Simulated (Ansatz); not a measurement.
Mo: settings compared (Ansatz)

The command:

```bash
ansatz run input.yaml --threads 1 --pin off --max-ram 2560MiB --backend cpu --events-out ev --progress --plain --runs-dir out
```

input.yaml:

```yaml
crystal:
  lattice:
    - [-1.569598, 1.569598, 1.569598]
    - [1.569598, -1.569598, 1.569598]
    - [1.569598, 1.569598, -1.569598]
  atoms:
    - { symbol: Mo, position: [0.0, 0.0, 0.0] }
  symmetry: { tolerance: 0.0003 }
kpoints:
  mp_grid: { grid: [8, 8, 8], shift: [0, 0, 0] }
magnetization:
  spin_polarized: false
scf:
  occupations: { method: fermi_dirac, width: 0.0125 }
hamiltonian:
  pseudopotentials: { kind: paw }
  xc: pbe
basis:
  ecutwfc: 420
output:
  forces: true
  stress: true
  eigenvalues: true
  write_density: true
  write_potential: true
  elf: true
  volumetric_format: npy
```

Origin of the cell: a known structure type with other elements, at an estimated volume, so it need not be a known compound.

Output of this run (shortened):

```
SCF iter   1: F=—  HF=-4955.992852 eV  Δρ=3.29e-3  dr2=1.07e-3
SCF iter   2: F=—  HF=-4955.992679 eV  Δρ=1.59e-3  dr2=1.56e-4  defer=3
SCF iter   3: F=—  HF=-4955.992673 eV  Δρ=3.55e-4  dr2=1.22e-5  defer=3
SCF iter   4: F=—  HF=-4955.992671 eV  Δρ=4.78e-5  dr2=1.15e-7  defer=3
SCF iter   5: F=-4955.992671 eV  HF=-4955.992671 eV  Δρ=1.89e-5  dr2=2.16e-8  defer=3
SCF iter   6: F=-4955.992671 eV  HF=-4955.992671 eV  Δρ=6.12e-6  dr2=1.92e-9
SCF 1 converged in 6 iterations: F = -4955.992671 eV  dr2 = 1.92e-9
SCF converged after 6 iterations
Free energy (F): -4955.992671 eV
Harris-Foulkes:  -4955.992671 eV  (|F-HF|=1.33e-9)
Internal energy: -4955.991837 eV  (E = F + TS)
E sigma→0 (E₀):  -4955.992254 eV
Entropy (-TS):   -0.000834 eV (-0.834 meV/atom)
Fermi energy:    21.219829 eV
--- Per-component energies (eV) ---
  E_band       = -51.481213
  E_kinetic    = 441.545523
  E_local      = -775.972694  (includes V_loc(G=0)·N_el)
  E_nonlocal   = 142.568533
  E_hartree    = 256.868194
  E_xc         = -183.806919
  E_vxc        = -229.438421  (∫ρ·V_xc dr)
  E_paw        = -3201.247028  (= ΣΔE_a)
  E_vpaw       = -143.919667  (= ΣTr[D̂ρ^β])
  E_aug_tail   = 0.000040  (compensation charges beyond the density's cutoff)
  E_ewald      = -1635.947486
  E_smearing   = -0.000834  (= −TS)
  Σ components = -4955.992671   (vs F -4955.992671, Δ=0.00e0)
--- Forces (eV/Å), atoms counted from 1 ---
  atom   1  Mo    -0.000000    -0.000000    -0.000000
  max |Σ_I F_I| component: 0.0 eV/Å
--- Stress (GPa, compression-positive) ---
        6.339507       0.000000       0.000000
       -0.000000       6.339507      -0.000000
        0.000000       0.000000       6.339507
  P = ⅓ Tr σ = 6.3395 GPa (63.395 kbar)
```

The same input was run again with these changes:

1. `scf.n_extra_bands` default → 1; `hamiltonian.pseudopotentials` { kind: paw } → { kind: nc }
2. `basis.xc_grid` default → 3
3. `hamiltonian.dispersion` default → d3bjatm; `scf.n_extra_bands` default → 4
4. `kpoints.mp_grid.shift` [0, 0, 0] → [0.5, 0.5, 0.5]; `hamiltonian.hubbard` default → { sites: [{ species: Mo, l: d, u_eff: 2.0 }], double_counting: fll }

| run | end | SCF iterations | P (GPa) | max force component (eV/Å) | gap on mesh (eV) | moment (μB) | ΔE(σ→0) (meV/atom) |
| --- | --- | --- | --- | --- | --- | --- | --- |
| base | converged | 6 | 6.34 | 0.000 | none | – | 0 |
| 1 | converged | 6 | 5.31 | 0.000 | – | – | – |
| 2 | converged | 6 | 6.34 | 0.000 | none | – | 0.00 |
| 3 | converged | 6 | 0.04 | 0.000 | none | – | – |
| 4 | converged | 8 | 6.37 | 0.000 | none | – | – |

Energies are compared only where functional, datasets, charge and starting cell are the same.

Not properties of the system: run 1 (too coarse or loose: `scf.n_extra_bands` = 1).

Caveats of the base run: no moments, though an odd count or open d shells may carry them; the k mesh is coarse if the cell is a metal.

Run 1: the cutoff lies below the datasets' advice.

The base run took 0.53 s on 1 thread of Arm Neoverse V2 (shared host), peak memory 0.25 GiB, from the program's own first density.
